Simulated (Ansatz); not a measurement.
System: rutile RuO2. Method: BLYP in Ansatz (PAW).

The run printed, among other lines:

```
Crystal: 6 atoms, lattice volume = 62.785 Å³
Basis set: ecut = 520 eV, 1695 PW (Γ), exchange–correlation on 72×72×48 points (8 copies of the dense FFT grid, shifted against one another)
Bands: 34, of which v1, the nominal top of the filled ones, is band 28 counted from 1 (27 counted from 0)
Symmetry: 16 space group operations
Space group: P42/mnm (ITA 136), of the structure as read, at distance tolerance 4.0e-5 Å
k-points: 280 of 2592
Functional: x = b88, c = lyp
SCF iter   1: F=—  HF=-14059.272098 eV  |F-HF|=—  |Δ(HF+E_count)|=         —  Δρ=2.63e-2  dr2=2.51e-1
SCF iter   2: F=—  HF=-14059.232603 eV  |F-HF|=—  |Δ(HF+E_count)|=   3.95e-2  Δρ=1.47e-2  dr2=6.29e-2
  ...
SCF iter   7: F=—  HF=-14059.210706 eV  |F-HF|=—  |Δ(HF+E_count)|=   1.59e-8  Δρ=4.57e-6  dr2=5.15e-9
SCF iter   8: F=-14059.210706 eV  HF=-14059.210706 eV  |F-HF|=1.36e-10  |Δ(HF+E_count)|=  7.19e-10  Δρ=6.65e-7  dr2=1.03e-10
SCF 1 converged in 8 iterations: F = -14059.210706 eV  dr2 = 1.03e-10
SCF converged after 8 iterations
Free energy (F): -14059.210706 eV
Internal energy: -14059.182690 eV  (E = F + TS)
E sigma→0 (E₀):  -14059.196698 eV
Fermi energy:    13.335198 eV
--- Forces (eV/Å), atoms counted from 1 ---
  atom   1  Ru     0.00000000    -0.00000000    -0.00000000
  atom   2  Ru     0.00000000    -0.00000000    -0.00000000
  atom   3  O     -0.12138103    -0.12138103    -0.00000000
  atom   4  O     -0.12138103     0.12138103    -0.00000000
  atom   5  O      0.12138103    -0.12138103     0.00000000
  atom   6  O      0.12138103     0.12138103     0.00000000
--- Stress (GPa, compression-positive) ---
       12.654284       0.000000       0.000000
        0.000000      12.654284       0.000000
        0.000000       0.000000      15.957975
  P = ⅓ Tr σ = 13.7555 GPa (137.555 kbar)
```

**Question.** Write an input file that produces this run.

**Answer.** Several could match; the one computed here: 
Ansatz 0.2 input:
```yaml
crystal:
  lattice:
    - [4.4968, 0.0, 0.0]
    - [0.0, 4.4968, 0.0]
    - [0.0, 0.0, 3.1049]
  atoms:
    - { symbol: Ru, position: [0.0, 0.0, 0.0] }
    - { symbol: Ru, position: [0.5, 0.5, 0.5] }
    - { symbol: O, position: [0.3061245007, 0.3061245007, 0.0] }
    - { symbol: O, position: [0.8061245007, 0.1938754993, 0.5] }
    - { symbol: O, position: [0.1938754993, 0.8061245007, 0.5] }
    - { symbol: O, position: [0.6938754993, 0.6938754993, 0.0] }
basis:
  ecutwfc: 520
  ecutrho_ratio: 4
  xc_grid: 2
kpoints:
  mp_grid: { grid: [12, 12, 18] }
hamiltonian:
  xc: blyp
  dispersion: none
  pseudopotentials: { kind: paw }
scf:
  occupations: { method: fermi_dirac, width: 0.05 }
  convergence: { dr2_threshold: 0.0000000006 }
output:
  forces: true
  stress: true
  eigenvalues: true
```

The PAW data were made under PBE.

Note: cell and atoms aren't relaxed at this level (largest force 0.12 eV/Å, pressure 13.8 GPa).

Ansatz is a program for electronic structure.
